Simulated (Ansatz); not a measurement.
Runs of Ansatz 0.2.0 on SrO. The structure is cubic, space group Fm-3m (No. 225). Conventional cell: a = 5.133 Å, b = 5.133 Å, c = 5.133 Å, α = 90.00°, β = 90.00°, γ = 90.00°. Sr (site symmetry m-3m) has 6 O at 2.57 Å as nearest neighbours. O (site symmetry m-3m) is surrounded by 6 Sr at 2.57 Å. 

| task | level | spin | cell | k mesh | cutoff (eV) | smearing | points for each segment of the path | mesh quality | gap on the mesh (eV) | pressure (GPa) | relaxed volume (Å³/atom) |
| --- | --- | --- | --- | --- | --- | --- | --- | --- | --- | --- | --- |
| band structure | PBEsol | SOC, no magnetisation | as given | 7 × 7 × 7 | 420 | fermi-dirac 0.05 eV | 14 | not flagged | 3.28 | (b) | - |
| single point | PBE | off | as given | 9 × 9 × 9 | 420 | gaussian 0.015 eV | - | not flagged | 3.37 | 3.3 | - |
| band structure | BLYP | off | as given | 9 × 9 × 9 | 420 | fermi-dirac 0.05 eV | 14 | not flagged | (c) | (d) | - |
| band structure | revPBE | off | as given | 9 × 9 × 9 | 420 | fermi-dirac 0.05 eV | 14 | not flagged | 3.46 | 5.6 | - |
| single point | PBE | off | as given | 9 × 9 × 9 | 420 | gaussian 0.022 eV | - | not flagged | 3.37 | 3.3 | - |
| band structure | HSE06 | off | as given | 5 × 5 × 5 | 420 | fermi-dirac 0.05 eV | 4 | coarse | 4.99 | 1.2 | - |
| single point | PBE | off | as given | 9 × 9 × 9 | 420 | gaussian 0.019 eV | - | not flagged | 3.37 | 3.3 | - |
| single point | PBE | off | as given | 9 × 9 × 9 | 420 | gaussian 0.012 eV | - | not flagged | 3.37 | 3.3 | - |
| band structure | r2SCAN | SOC, no magnetisation | as given | 7 × 7 × 7 | 500 | fermi-dirac 0.05 eV | 14 | not flagged | 3.87 | 1.5 | - |
| relaxation of cell and atoms | BLYP | off | relaxed | 9 × 9 × 9 | 420 | fermi-dirac 0.05 eV | - | not flagged | 3.52 | 0.0 | 18.06 |
| single point | PBE | off | as given | 9 × 9 × 9 | 420 | gaussian 0.016 eV | - | not flagged | 3.37 | 3.3 | - |
| relaxation of cell and atoms | RPBE | off | relaxed | 9 × 9 × 9 | 420 | fermi-dirac 0.05 eV | - | not flagged | 3.50 | 0.0 | (a) |

Alike in all rows: potentials or basis Ansatz PAW.

Problem. Fill in the values left out.

Solution. (a) 18.15; (b) -0.6; (c) 3.51; (d) 6.2.

Caveats: some runs use coarse meshes; the PAW data sets come from PBE, with cores solved anew for the run's functional, which leaves a small shift of forces and pressure (some runs); odd divisions of the mesh miss points on the zone boundary, where band edges often lie, so the gap on the mesh can be too wide (some runs); the k mesh misses the band edges, so the gap on the mesh is wider than the one along the path (some runs); the plane-wave basis is chosen anew once the cell has moved, so the energies of steps on either side of that aren't comparable (some runs); the thresholds are loose for stress (some runs).

A k mesh can miss the band edges, and rows without SOC leave out spin-orbit coupling on Sr.
